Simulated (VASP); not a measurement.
Set up this calculation in VASP 6.6.1, as the native input.

```yaml
Task: relaxation of shape and atoms at fixed volume
Functional: PBE
Potentials_or_basis: VASP PAW PBE potentials, release 64 (Ge, S)
Cutoff: 300 eV
k_mesh: 2 × 4 × 3
Occupations: gaussian, width 0.03 eV
Spin: no spin polarisation
Further_INCAR_settings: ALGO = Fast; EDIFF = 1e-07; IBRION = 2; EDIFFG = -0.01; NSW = 40; ISIF = 4
```

The structure of GeS lies in POSCAR:

```
GeS                                     
1.0
   10.5182056259      0.0000000000      0.0000000000
    0.0000000000      3.6531634955     -0.0000000000
    0.0000000000      0.0000000000      4.2165817594
  Ge              S             
     4     4
Direct
     0.1253292637760413    0.2500000000000000    0.1260853105602074
     0.3746707362239587    0.7500000000000000    0.6260853105602073
     0.6253292637760414    0.2500000000000000    0.3739146894397926
     0.8746707362239586    0.7500000000000000    0.8739146894397927
     0.8499087617207717    0.2500000000000000    0.5005436938855825
     0.6500912382792283    0.7500000000000000    0.0005436938855827
     0.3499087617207717    0.2500000000000000    0.9994563061144175
     0.1500912382792283    0.7500000000000000    0.4994563061144101
```

The cell isn't the ideal one: a relaxed cell with its volume scaled by 0.94.

These files were run (other wordings do the same):

INCAR

```
PREC     = Accurate       # precision mode
ENCUT    = 300            # plane-wave cutoff, eV
EDIFF    = 1E-7           # SCF threshold, eV
ISMEAR   = 0              # smearing method
SIGMA    = 0.03           # smearing width, eV
LREAL    = F              # projectors in reciprocal space
LASPH    = T              # aspherical terms in the spheres
NELM     = 80             # most SCF steps
ALGO     = Fast           # electronic algorithm
ISIF     = 4              # what is computed and relaxed
LWAVE    = F              # write WAVECAR
LCHARG   = F              # write CHGCAR
GGA      = PE             # functional
IBRION   = 2              # ionic algorithm
NSW      = 40             # ionic steps
EDIFFG   = -0.01          # ionic threshold
KPAR     = 2
```

KPOINTS

```
regular mesh
0
Gamma
  2 4 3
```

Potentials or basis: VASP PAW PBE potentials, release 64 (Ge, S).

Run with:

```sh
$ cat potpaw_PBE.64/Ge/POTCAR potpaw_PBE.64/S/POTCAR > POTCAR
$ mpirun -np 2 vasp_std > vasp.out
```

It gave:

```yaml
Energy_gained_by_relaxing: 9.4 meV/atom
Ionic_steps: 6
Pressure_after_relaxing: 1.8 GPa
Largest_force_after_relaxing: 0.008 eV/Å
Band_gap_on_the_k_mesh: 0.92 eV, indirect (least direct gap 1.17 eV)
```

Caveat: the k mesh is coarse (spacing up to 0.50 Å⁻¹), so the values aren't converged; the cutoff is under 1.25 times the usual one of these potentials, so pressure, stress and relaxed cells hold a basis-set (Pulay) error; an odd mesh through Γ misses points on the zone boundary, where band edges often lie.

Run time: 65 s on 2 MPI ranks on Intel(R) Xeon(R) Platinum 8559C (Emerald Rapids) (shared host), peak memory 0.18 GiB a rank.
